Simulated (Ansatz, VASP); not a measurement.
# BP: VASP beside Ansatz, part 2 of 2

Aim: how closely do two programs agree when they are given the same cell, functional and k mesh? The cell is taken from a series of VASP runs on this material, whose earlier steps may have relaxed, scaled or displaced it; both programs get it as it stands.

VASP 6.6.1 and Ansatz 0.2.0.

So far. Step 4 (Comparison): The walks stopped with 0.03 GPa left in Ansatz and -0.02 GPa in VASP; each walk ends within a tolerance, so the volume difference is uncertain by about these residues over the bulk modulus, most in soft cells.

## 5. VASP: zone-centre phonons, LDA

Level of this step: LDA; plane waves and PAW (B, P) (VASP).

Second derivatives magnify differences that forces hide, and they need a tight electronic threshold.

INCAR

```
SYSTEM = BP
PREC = Accurate
ENCUT = 420
EDIFF = 1E-08
NELM = 100
ISMEAR = 0
SIGMA = 0.05
LREAL = .FALSE.
ALGO = Normal
GGA = CA
NBANDS = 10
LORBIT = 11
LWAVE = .FALSE.
LCHARG = .FALSE.
KPAR = 2
IBRION = 8
LEPSILON = .TRUE.
ISIF = 2
```

POSCAR

```
BP
1.0
    0.0000000000      2.2449863378      2.2449863378
    2.2449863378      0.0000000000      2.2449863378
    2.2449863378      2.2449863378      0.0000000000
B P
1 1
Direct
    0.0000000000      0.0000000000      0.0000000000
    0.2500000000      0.2500000000      0.2500000000
```

KPOINTS

```
Automatic mesh
0
Gamma
10 10 10
0 0 0
```

Potentials, in the order of the species: B and P (LDA family, release 64).

Run with:

```bash
> mpirun -np 2 vasp_std
```

Numbers of over 12 decimals in the logs are rounded to 6 here.

The program printed:

```text
[... set-up lines as in an earlier step ...]
 entering main loop
       N       E                     dE             d eps       ncg     rms          rms(c)
[... 10 cycles as in an earlier step ...]
DAV:  11    -0.143989180900E+02   -0.19468E-05   -0.59627E-06  1190   0.134E-02    0.378E-02
DAV:  12    -0.143989177631E+02    0.32686E-06   -0.19227E-06  1080   0.627E-03    0.847E-03
DAV:  13    -0.143989177701E+02   -0.69961E-08   -0.68370E-08  1124   0.169E-03
   1 F= -.14398918E+02 E0= -.14398918E+02  d E =-.160190E-19
 Linear response reoptimize wavefunctions to high precision
DAV:   1    -0.143989177664E+02    0.37558E-08   -0.13263E-08  1064   0.532E-04
DAV:   2    -0.143989177664E+02   -0.26830E-10   -0.25633E-10   540   0.129E-04
 Linear response G [H, r] |phi>, progress :
  Direction:   1
       N       E                     dE             d eps       ncg     rms
RMM:   1    -0.448883584323E+02   -0.44888E+02   -0.97613E+01  2354   0.439E+01
RMM:   2    -0.331431348980E+02    0.11745E+02   -0.28576E+00  1523   0.110E+01
RMM:   3    -0.331116380184E+02    0.31497E-01   -0.33594E-02  1614   0.113E+00
[...]
RMM:  11    -0.431058070345E-01    0.93490E-08    0.46210E-09  5430   0.719E-06    0.264E-07
 first order change of Fermi-energy  -0.12294E-03
 force on displaced ion       1 direction 1 : -19.789  -0.000  -0.000
 Born effective charge ion    1 direction 1 :  -0.632   0.000   0.000
 Linear response progress:
  Degree of freedom:   2/  2
       N       E                     dE             d eps       ncg     rms          rms(c)
RMM:   1    -0.439753050332E-01   -0.43975E-01   -0.14214E-03  7914   0.143E+00
RMM:   2    -0.407647416417E-01    0.32106E-02    0.59364E-04  5313   0.217E-01    0.151E-01
RMM:   3    -0.409168204468E-01   -0.15208E-03    0.11037E-04  5641   0.367E-02    0.856E-02
RMM:   4    -0.412040273915E-01   -0.28721E-03    0.30246E-05  5562   0.358E-02    0.790E-03
[...]
RMM:  11    -0.411736708613E-01   -0.13458E-08   -0.16681E-07  5340   0.694E-06    0.274E-07
RMM:  12    -0.411736754473E-01   -0.45859E-08   -0.22356E-07  3101   0.577E-06    0.107E-07
RMM:  13    -0.411736753174E-01    0.12981E-09   -0.21724E-07  2295   0.574E-06    0.132E-08
 first order change of Fermi-energy   0.17339E-03
 force on displaced ion       2 direction 1 : -19.797  -0.000  -0.000
 Born effective charge ion    2 direction 1 :   0.614   0.000   0.000
 Born effective charges drift removed
 Linear response finished
```

Parts of OUTCAR (step 5):

```text
  Total       -0.0025015     -0.0025015     -0.0025015      0.0000000      0.0000000     -0.0000000
  in kB       -0.1771097     -0.1771097     -0.1771097      0.0000000      0.0000000     -0.0000000
  external PRESSURE =      -0.1771097 kB  Pullay stress =       0.0000000 kB

 MACROSCOPIC STATIC DIELECTRIC TENSOR (including local field effects in DFT)
 ------------------------------------------------------
           9.279130    -0.000000    -0.000000
          -0.000000     9.279130     0.000000
          -0.000000     0.000000     9.279130
 ------------------------------------------------------

 MACROSCOPIC STATIC DIELECTRIC TENSOR IONIC CONTRIBUTION
 ------------------------------------------------------
           0.157544    -0.000000     0.000000
          -0.000000     0.157544    -0.000000
           0.000000    -0.000000     0.157544
 ------------------------------------------------------

[... 3 parts as in an earlier step ...]
```

Energies printed during the response cycles are not total energies of the cell.

## 6. Ansatz: zone-centre phonons, LDA

The same cell, functional (in two slightly different forms) and mesh now go to Ansatz, which takes its cutoff from its data sets.

The cell is taken from a series of VASP runs on this material, whose earlier steps may have relaxed, scaled or displaced it; both programs get it as it stands.

input.yaml

```yaml
crystal:
  lattice:
    - [0.0, 2.2449863378, 2.2449863378]
    - [2.2449863378, 0.0, 2.2449863378]
    - [2.2449863378, 2.2449863378, 0.0]
  atoms:
    - { symbol: B, position: [0.0, 0.0, 0.0] }
    - { symbol: P, position: [0.25, 0.25, 0.25] }
hamiltonian:
  xc: lda
  pseudopotentials: { kind: paw }
kpoints:
  mp_grid: { grid: [10, 10, 10] }
scf:
  occupations: { method: fixed }
phonons:
  method: dfpt
  qpoints: [[0, 0, 0]]
  dielectric: true
  rigid_motions: translations
```

Run with:

```bash
> ansatz run input.yaml --threads 4 --pin off --max-ram 9216MiB --backend cpu --events-out ev --progress --plain --runs-dir out
```

The program printed:

```text
[...]
Crystal: 2 atoms, lattice volume = 22.629 Å³
Basis set: ecut = 420 eV, 459 PW (Γ), exchange–correlation on 48×48×48 points (8 copies of the dense FFT grid, shifted against one another)
Bands: 8, of which v1, the nominal top of the filled ones, is band 4 counted from 1 (3 counted from 0)
Symmetry: 24 space group operations
k-points: 171 of 1000 (irreducible under 4 space group operations, time reversal used)
[...]
828.36      1             1.1831
  optical modes at Γ + LO–TO along q̂ = [0.0000, 0.0000, 1.0000]:
      ω (cm⁻¹)  modes    IR ((D/Å)²/amu)
        821.00      2             2.3662
        828.36      1             1.1831
--- Phonons (arbitrary-q DFPT): 1 explicit q-point ---
  q = [0, 0, 0] (of the zone-centre solve; hermiticity 2.47e-8, symmetrization 6.98e-16): -0.00 0.00 0.00 821.00 821.00 821.00
  sum rule: each row above includes the acoustic sum rule's correction from the zone centre's row sums; it moved no ω² by more than (1.48 cm⁻¹)²
[key lines of the parts left out:]
SCF converged after 8 iterations
Free energy (F): -876.637684 eV
Fermi energy:    9.493365 eV
```

Wall time 3.2 s (4 threads of AMD EPYC 9R45, shared host); peak memory 0.59 GiB; 11 s of CPU time.

## 7. Comparison

The two programs side by side:

```tsv
quantity	Ansatz	VASP	difference
ε∞ xx	9.18	9.28	-1.07 %
ε∞ yy	9.18	9.28	-1.07 %
ε∞ zz	9.18	9.28	-1.07 %
Born charge of B1 (mean of the diagonal) (e)	-0.64	-0.62	-0.02
Born charge of P2 (mean of the diagonal) (e)	0.64	0.62	+0.02
optical mode 1 to 3 (cm⁻¹)	821.0	819.5	+0.18 %
```

Modes are paired by rising frequency and degeneracy, not by their patterns, so a pair may still set unlike modes beside each other.

## 8. Results

* difference in volume (relaxation of cell and atoms, LDA): 0.018 %
* r.m.s. difference of the optical zone-centre modes, each program's sorted by frequency (zone-centre phonons, LDA): 1.5 cm⁻¹
* difference in ε∞ xx (zone-centre phonons, LDA): -1.1 %

**Reading.** The difference in volume is 0.018 % (relaxation of cell and atoms, LDA), within the 1.2 % picked in this series as the mark of a large difference, as far as the stopping tolerances let one tell. Among the rows given in per cent, the largest difference of the zone-centre phonons, LDA pair is in ε∞ xx, -1.1 %; the dielectric tensor converges slowly with the mesh, which Ansatz refines and VASP takes as typed. How closely two codes agree says nothing of how well the functional describes the real material.

[Lines on the potential files, build, host, timing and source positions are cut from VASP's logs without a mark.]

[Logs are printed without paths, hosts, clocks, repeated set-up lines and the standing remarks that a program may print on its own settings, such as how far it seeks lower states.]

[Hosts, paths, dates, database ids (printed as entryN), source tags and the programs' standing remarks are cut or masked in the printed files.]
